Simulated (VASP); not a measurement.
## Si: relaxation of cell and atoms with PBE+D3(BJ)

Crystal: Si.

```xyz
2
Lattice="2.6656 0.0000 0.0000 -1.3328 2.3085 0.0000 0.0000 0.0000 4.5063" Properties=species:S:1:pos:R:3 pbc="T T T"
Si    0.0000    1.5390    1.1266
Si    1.3328    0.7695    3.3797
```

This isn't the form of Si at room conditions, which is diamond.

- Program: VASP 6.6.1
- Task: relaxation of cell and atoms
- Functional: PBE
- Dispersion: D3(BJ)
- Potentials or basis: VASP PAW PBE potentials, release 64 (Si)
- Cutoff: 600 eV
- k mesh: 18 × 18 × 10
- Occupations: gaussian, width 0.1 eV
- Spin: no spin polarisation
- Target pressure: 75 GPa
- Dipole correction: no
- Further INCAR settings: ALGO = Fast; EDIFF = 1e-06; IBRION = 2; EDIFFG = -0.002; NSW = 100; ISIF = 3
- Target pressure: 75 GPa

* Relaxed volume: 9.65 Å³/atom
* Relaxed cell: a = 2.354 Å, b = 2.354 Å, c = 4.021 Å, α = 90.00°, β = 90.00°, γ = 120.00°
* Space group after relaxing (to 0.05 Å): P6_3/mmc (No. 194)
* Energy change on relaxing (the enthalpy is what falls): +659.1 meV/atom
* Ionic steps: 13
* Pressure after relaxing: 75.0 GPa
* Band gap on the k mesh: none (metal or under the smearing width)
* Dispersion energy per atom: -0.653 eV

The path:
```tsv
step	energy change (eV)	largest force (eV/Å)	pressure (GPa)	volume (Å³)
1	0.0000	0.0000	-2.10	27.73
2	28.9410	0.0000	1334.01	8.65
3	0.5767	0.0000	40.93	21.40
4	0.8856	0.0000	55.51	20.37
5	1.3555	0.0000	76.34	19.22
6	1.2853	0.0000	73.38	19.37
7	1.2883	0.0000	73.73	19.36
8	1.2862	0.0000	73.59	19.36
9	1.3776	0.0000	77.55	19.17
10	1.3189	0.0000	75.03	19.29
11	1.3183	0.0000	74.99	19.29
12	1.3182	0.0000	74.98	19.29
13	1.3182	0.0000	74.98	19.29
```

Final structure:
```cif
data_structure
_symmetry_space_group_name_H-M 'P 1'
_symmetry_Int_Tables_number 1
_cell_length_a 2.3537
_cell_length_b 2.3537
_cell_length_c 4.0207
_cell_angle_alpha 90.000
_cell_angle_beta 90.000
_cell_angle_gamma 120.000
_cell_volume 19.29
loop_
_atom_site_label
_atom_site_type_symbol
_atom_site_fract_x
_atom_site_fract_y
_atom_site_fract_z
_atom_site_occupancy
Si1 Si 0.33333 0.66667 0.25000 1
Si2 Si 0.66667 0.33333 0.75000 1
```

Levels at points of the mesh, in eV from the Fermi level:
```csv
k point,band 1,band 2,band 3,band 4,band 5,band 6,band 7,band 8
"(0.00, 0.00, 0.00)",-18.56,-10.02,-9.62,12.22,12.65,12.65,12.76,12.76
"(0.50, 0.00, 0.00)",-10.16,-10.08,-2.39,-1.85,-1.35,-0.73,5.65,8.30
"(0.00, 0.00, 0.50)",-16.33,-16.33,0.56,0.56,13.65,13.65,13.65,13.65
"(0.50, 0.00, 0.50)",-8.64,-8.64,-7.15,-7.15,6.82,6.82,7.49,7.49
```

Run time: 95 s on 1 thread of Intel(R) Xeon(R) Platinum 8559C (Emerald Rapids) (shared host), peak memory 0.2 GiB.

Caveat: the cell is relaxed towards a set pressure, so the enthalpy falls and the energy may rise; the volume moved by over 15 % at a fixed basis, so the end points are rough; pairwise dispersion overbinds metals, which lowers pressure and volume.
